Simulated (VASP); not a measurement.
Input of a VASP 6.6.1 run:

INCAR

```
SYSTEM = PbSe
ALGO = Fast
EDIFF = 1E-7
EDIFFG = -0.01
ENCUT = 600
GGA = PE
IBRION = 2
ISIF = 2
ISMEAR = 0
LASPH = .True.
LCHARG = .False.
LREAL = .False.
LWAVE = .False.
NELM = 80
NSW = 40
PREC = Accurate
SIGMA = 0.03
```

File KPOINTS:

```
k-points
0
Gamma
  8 8 8
  0 0 0
```

Contents of POSCAR:

```
PbSe                                    
1.0
    0.0000000000      3.1294205773      3.1294205773
    3.1294205773      0.0000000000      3.1294205773
    3.1294205773      3.1294205773      0.0000000000
  Pb              Se            
     1     1
Direct
     0.0000000000000000    0.0000000000000000    0.0000000000000000
     0.5000000000000000    0.5000000000000000    0.5000000000000000
```

Potentials or basis: VASP PAW PBE potentials, release 64 (Pb_d, Se).

Launch:

```bash
$ cat potpaw_PBE.64/Pb_d/POTCAR potpaw_PBE.64/Se/POTCAR > POTCAR
$ mpirun -np 1 vasp_std > vasp.out
```

(1) What does it give for the band gap on the k mesh?

## Answers

(1) 0.49 eV, direct.

Caveat: the relaxation stopped at its first step, so nothing moved; spin-orbit coupling is left out, which as a rule narrows the gap of such compounds by several tenths of an eV.
